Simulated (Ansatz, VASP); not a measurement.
Given: the input of a run of VASP 6.6.1 on Cu (Copper). 

INCAR

```
PREC = Accurate ; ENCUT = 580
EDIFF = 1E-7 ; ISMEAR = -1
SIGMA = 0.05 ; LREAL = F
LASPH = T ; NELM = 60
ALGO = Normal ; ISIF = 3
LWAVE = F ; LCHARG = F
GGA = PE ; IBRION = 2
NSW = 40 ; EDIFFG = -0.02
```

Contents of KPOINTS:

```
Automatic mesh
0
Gamma
  13 13 13
```

The input POSCAR:

```
Cu
1.0
    0.0000000000      1.8075000000      1.8075000000
    1.8075000000      0.0000000000      1.8075000000
    1.8075000000      1.8075000000      0.0000000000
Cu
1
Direct
    0.0000000000      0.0000000000      0.0000000000
```

Potentials or basis: VASP PAW PBE potentials, release 64 (Cu).

Launch:

```sh
$ cat potpaw_PBE.64/Cu/POTCAR > POTCAR
$ mpirun -np 1 vasp_std > vasp.out
```

Translate it to Ansatz 0.2.0. Potentials or basis there: Ansatz PAW, cutoff 420 eV.

As run (cutoffs and basis follow the program's own potentials, and thresholds, step limits or extra output files can differ):

File input.yaml:

```yaml
crystal:
  lattice:
    - [0.0, 1.8075, 1.8075]
    - [1.8075, 0.0, 1.8075]
    - [1.8075, 1.8075, 0.0]
  atoms:
    - { symbol: Cu, position: [0.0, 0.0, 0.0] }
hamiltonian:
  xc: pbe
  pseudopotentials: { kind: paw }
kpoints:
  mp_grid: { grid: [13, 13, 13] }
scf:
  occupations: { method: fermi_dirac, width: 0.05 }
output:
  forces: true
  stress: true
relax:
  f_tol: 0.01
  max_steps: 40
  cell: { stress_tol: 0.05 }
```

Potentials or basis: Ansatz PAW.

Run with:

```sh
$ ansatz run input.yaml --threads 2 --pin off --max-ram 5120MiB --backend cpu --events-out ev --progress --plain --runs-dir out
```

Both were run:

|  | VASP | Ansatz |
| --- | --- | --- |
| Relaxed volume | 12.00 Å³/atom | 11.95 Å³/atom |
| Relaxed cell | a = 2.570 Å, b = 2.570 Å, c = 2.570 Å, α = 60.00°, β = 60.00°, γ = 60.00° | a = 2.566 Å, b = 2.566 Å, c = 2.566 Å, α = 60.00°, β = 60.00°, γ = 60.00° |
| Space group after relaxing | Fm-3m (No. 225) | Fm-3m (No. 225) |
| Pressure after relaxing | 0.0 GPa | 0.0 GPa |

Ansatz's pressure holds a Pulay term of +0.12 GPa for its cutoff of 420 eV, which the other run lacks.

The potentials hold 11 and 19 valence electrons a cell.

Where Ansatz's input types no cutoff or centring, it takes its own default and a Γ-centred mesh.

Pressure is positive in compression.
